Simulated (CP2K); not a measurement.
# ZnS (F-43m) in CP2K: notebook, part 2 of 2

CP2K 2026.2. Earlier steps stand in the parts before.

## (3) Band structure, PBE (strain_c = 0.04)

File zns_bands.inp:

```
&GLOBAL
  PROJECT zns_bands
  RUN_TYPE ENERGY_FORCE
  PRINT_LEVEL LOW
&END GLOBAL
&FORCE_EVAL
  METHOD QS
  STRESS_TENSOR ANALYTICAL
  &DFT
    BASIS_SET_FILE_NAME BASIS_MOLOPT_UZH
    POTENTIAL_FILE_NAME POTENTIAL_UZH
    &MGRID
      CUTOFF 450
      REL_CUTOFF 60
      NGRIDS 5
    &END MGRID
    &QS
      METHOD GPW
      EPS_DEFAULT 1.0E-10
    &END QS
    &KPOINTS
      SCHEME MONKHORST-PACK 9 9 9
      GAMMA_CENTERED T
      SYMMETRY T
      SYMMETRY_BACKEND SPGLIB
    &END KPOINTS
    &SCF
      SCF_GUESS ATOMIC
      EPS_SCF 1.0E-6
      MAX_SCF 100
      ADDED_MOS 10
      CHOLESKY OFF
      EPS_EIGVAL 1.0E-7
      &DIAGONALIZATION ON
        ALGORITHM STANDARD
      &END DIAGONALIZATION
      &MIXING ON
        METHOD BROYDEN_MIXING
        ALPHA 0.4
        BETA 1.5
        NBUFFER 8
      &END MIXING
      &SMEAR ON
        METHOD FERMI_DIRAC
        ELECTRONIC_TEMPERATURE 580.23
      &END SMEAR
    &END SCF
    &XC
      &XC_FUNCTIONAL PBE
      &END XC_FUNCTIONAL
    &END XC
    &PRINT
      &KPOINTS ON
      &END KPOINTS
      &MULLIKEN ON
      &END MULLIKEN
      &MO ON
        ENERGIES T
        OCCUPATION_NUMBERS T
        &EACH
          QS_SCF 0
        &END EACH
        ADD_LAST NUMERIC
      &END MO
      &BAND_STRUCTURE
        FILE_NAME bands.bs
        ADDED_MOS 6
        &KPOINT_SET
          UNITS B_VECTOR
          NPOINTS 10
          SPECIAL_POINT GAMMA 0.00000000 0.00000000 0.00000000
          SPECIAL_POINT L 0.00000000 -0.50000000 0.00000000
          SPECIAL_POINT B1 0.48742604 -0.25628698 0.24371302
        &END KPOINT_SET
        &KPOINT_SET
          UNITS B_VECTOR
          NPOINTS 10
          SPECIAL_POINT B 0.25628698 -0.25628698 0.50000000
          SPECIAL_POINT Z 0.00000000 0.00000000 0.50000000
          SPECIAL_POINT GAMMA 0.00000000 0.00000000 0.00000000
          SPECIAL_POINT X 0.37185651 -0.37185651 0.00000000
        &END KPOINT_SET
        &KPOINT_SET
          UNITS B_VECTOR
          NPOINTS 10
          SPECIAL_POINT Q 0.37185651 -0.25628698 0.37185651
          SPECIAL_POINT F 0.50000000 0.00000000 0.50000000
          SPECIAL_POINT P1 0.38443047 0.00000000 0.62814349
          SPECIAL_POINT Z 0.00000000 0.00000000 0.50000000
        &END KPOINT_SET
        &KPOINT_SET
          UNITS B_VECTOR
          NPOINTS 10
          SPECIAL_POINT L 0.00000000 -0.50000000 0.00000000
          SPECIAL_POINT P 0.00000000 -0.38443047 0.37185651
        &END KPOINT_SET
      &END BAND_STRUCTURE
    &END PRINT
  &END DFT
  &SUBSYS
    &CELL
      A 3.8212050455 0.0000000000 0.0000000000
      B 1.9106025228 3.3092606425 0.0000000000
      C 1.9106025228 1.1030868808 3.2448008888
      PERIODIC XYZ
    &END CELL
    &COORD
      SCALED
      Zn  0.7500000000 0.7500000000 0.7500000000
      S   0.0000000000 0.0000000000 0.0000000000
    &END COORD
    &KIND Zn
      BASIS_SET TZVP-MOLOPT-PBE-GTH-q12
      POTENTIAL GTH-PBE-q12
    &END KIND
    &KIND S
      BASIS_SET TZVP-MOLOPT-PBE-GTH-q6
      POTENTIAL GTH-PBE-q6
    &END KIND
    &PRINT
      &ATOMIC_COORDINATES ON
      &END ATOMIC_COORDINATES
      &CELL ON
      &END CELL
    &END PRINT
  &END SUBSYS
  &PRINT
    &FORCES ON
    &END FORCES
    &STRESS_TENSOR ON
    &END STRESS_TENSOR
  &END PRINT
&END FORCE_EVAL
```

Potentials or basis: POTENTIAL_UZH Zn GTH-PBE-q12, S GTH-PBE-q6; TZVP-MOLOPT-PBE-GTH basis.

Command:

```sh
$ OMP_NUM_THREADS=1 cp2k.psmp -i zns_bands.inp -o zns_bands.out
```

Wall time 2.2 min (1 thread of Intel Xeon Platinum 8375C at 2.90GHz (Ice Lake), shared host); peak memory 0.4 GiB.

The run converged. Its results:

```yaml
Free_energy: -1927.6459 eV
Pressure: -0.6 GPa
Largest_force: 0.172 eV/Å
Band_gap_on_the_k_mesh: 1.84 eV, direct
Band_gap_along_the_path: 1.84 eV, direct
Mulliken_charges: Zn +0.42; S -0.42 e
```

Forces in eV/Å, atoms in the order of the input:
```
Zn   0.000  0.000 -0.172
S    0.000  0.000  0.172
```

Stress tensor (GPa, compression positive):
```
 0.87  0.00  0.00
 0.00  0.87  0.00
 0.00  0.00 -3.61
```

Levels at the corners of the path, in eV from the valence-band top:
```
point  band 6  band 7  band 8  band 9  band 10  band 11  band 12  band 13
    Γ   -5.84   -0.15    0.00    0.00     1.84     6.07     6.57     6.57
    L   -5.64   -5.11   -0.93   -0.89     3.09     6.78     7.14     8.79
   B1   -5.48   -4.47   -2.65   -2.59     5.53     5.96     7.75     8.52
    B   -5.48   -4.47   -2.65   -2.59     5.53     5.96     7.75     8.52
    Z   -5.68   -5.07   -0.72   -0.72     3.39     7.18     7.18     8.54
    Γ   -5.84   -0.15    0.00    0.00     1.84     6.07     6.57     6.57
    X   -5.52   -4.51   -2.97   -1.82     4.03     6.11     9.20     9.65
    Q   -5.52   -4.51   -2.97   -1.82     4.03     6.11     9.20     9.65
    F   -5.64   -4.48   -2.24   -2.02     3.42     4.12    10.61    11.77
   P1   -5.53   -4.49   -2.99   -1.67     4.27     5.59     9.34     9.87
    Z   -5.68   -5.07   -0.72   -0.72     3.39     7.18     7.18     8.54
    L   -5.64   -5.11   -0.93   -0.89     3.09     6.78     7.14     8.79
    P   -5.53   -4.49   -2.99   -1.67     4.27     5.59     9.34     9.87
```

Caveat: Mulliken charges move with the basis; the basis of atomic orbitals isn't converged, which shifts pressures, moduli and gaps.

## (4) Band structure, PBE (strain_c = 0.06)

Edit zns_bands.inp of step 3 so:

```diff
@@ -72,3 +72,3 @@
           SPECIAL_POINT L 0.00000000 -0.50000000 0.00000000
-          SPECIAL_POINT B1 0.48742604 -0.25628698 0.24371302
+          SPECIAL_POINT B1 0.48166607 -0.25916696 0.24083304
         &END KPOINT_SET
@@ -77,6 +77,6 @@
           NPOINTS 10
-          SPECIAL_POINT B 0.25628698 -0.25628698 0.50000000
+          SPECIAL_POINT B 0.25916696 -0.25916696 0.50000000
           SPECIAL_POINT Z 0.00000000 0.00000000 0.50000000
           SPECIAL_POINT GAMMA 0.00000000 0.00000000 0.00000000
-          SPECIAL_POINT X 0.37185651 -0.37185651 0.00000000
+          SPECIAL_POINT X 0.37041652 -0.37041652 0.00000000
         &END KPOINT_SET
@@ -85,5 +85,5 @@
           NPOINTS 10
-          SPECIAL_POINT Q 0.37185651 -0.25628698 0.37185651
+          SPECIAL_POINT Q 0.37041652 -0.25916696 0.37041652
           SPECIAL_POINT F 0.50000000 0.00000000 0.50000000
-          SPECIAL_POINT P1 0.38443047 0.00000000 0.62814349
+          SPECIAL_POINT P1 0.38875045 0.00000000 0.62958348
           SPECIAL_POINT Z 0.00000000 0.00000000 0.50000000
@@ -94,3 +94,3 @@
           SPECIAL_POINT L 0.00000000 -0.50000000 0.00000000
-          SPECIAL_POINT P 0.00000000 -0.38443047 0.37185651
+          SPECIAL_POINT P 0.00000000 -0.38875045 0.37041652
         &END KPOINT_SET
@@ -103,3 +103,3 @@
       B 1.9106025228 3.3092606425 0.0000000000
-      C 1.9106025228 1.1030868808 3.2448008888
+      C 1.9106025228 1.1030868808 3.3072009060
       PERIODIC XYZ
```

Command:

```sh
$ OMP_NUM_THREADS=1 cp2k.psmp -i zns_bands.inp -o zns_bands.out
```

Wall time 2.2 min (1 thread of Intel Xeon Platinum 8375C at 2.90GHz (Ice Lake), shared host); peak memory 0.39 GiB.

The run converged. Its results:

```yaml
Free_energy: -1927.6229 eV
Pressure: -1.6 GPa
Largest_force: 0.191 eV/Å
Band_gap_on_the_k_mesh: 1.72 eV, direct
Band_gap_along_the_path: 1.72 eV, direct
Mulliken_charges: Zn +0.43; S -0.43 e
```

Forces on the atoms (eV/Å):
```
Zn   0.000  0.000 -0.191
S    0.000  0.000  0.191
```

Stress tensor (GPa, compression positive):
```
 0.36  0.00  0.00
 0.00  0.36  0.00
 0.00  0.00 -5.65
```

Levels at the corners of the path, in eV from the valence-band top:
| point | band 7 | band 8 | band 9 | band 10 | band 11 | band 12 |
| --- | --- | --- | --- | --- | --- | --- |
| Γ | -0.22 | 0.00 | 0.00 | 1.72 | 5.94 | 6.64 |
| L | -5.01 | -0.95 | -0.90 | 2.99 | 6.67 | 7.18 |
| B1 | -4.41 | -2.61 | -2.51 | 5.36 | 5.94 | 7.67 |
| B | -4.41 | -2.61 | -2.51 | 5.36 | 5.94 | 7.67 |
| Z | -4.95 | -0.65 | -0.65 | 3.43 | 7.24 | 7.24 |
| Γ | -0.22 | 0.00 | 0.00 | 1.72 | 5.94 | 6.64 |
| X | -4.45 | -2.91 | -1.81 | 3.96 | 6.14 | 9.02 |
| Q | -4.45 | -2.91 | -1.81 | 3.96 | 6.14 | 9.02 |
| F | -4.43 | -2.24 | -1.93 | 3.40 | 4.14 | 10.34 |
| P1 | -4.43 | -2.93 | -1.60 | 4.31 | 5.39 | 9.19 |
| Z | -4.95 | -0.65 | -0.65 | 3.43 | 7.24 | 7.24 |
| L | -5.01 | -0.95 | -0.90 | 2.99 | 6.67 | 7.18 |
| P | -4.43 | -2.93 | -1.60 | 4.31 | 5.39 | 9.19 |

Caveat: Mulliken charges move with the basis; the basis of atomic orbitals isn't converged, which shifts pressures, moduli and gaps.

## (5) Summary

```tsv
cell	gap on the mesh (eV)	pressure (GPa)	largest force (eV/Å)
strain_c = -0.04	2.15	5.8	0.42
strain_c = 0.04	1.84	-0.6	0.17
strain_c = 0.06	1.72	-1.6	0.19
```

Alike in all rows: task band structure; level PBE; potentials or basis POTENTIAL_UZH Zn GTH-PBE-q12, S GTH-PBE-q6; TZVP-MOLOPT-PBE-GTH basis; no spin polarisation; k mesh 9 × 9 × 9; smearing fermi-dirac 0.05 eV.

Caveats: the basis of atomic orbitals isn't converged, which shifts pressures, moduli and gaps.

Absolute energies hang on the potentials; compare differences alone.
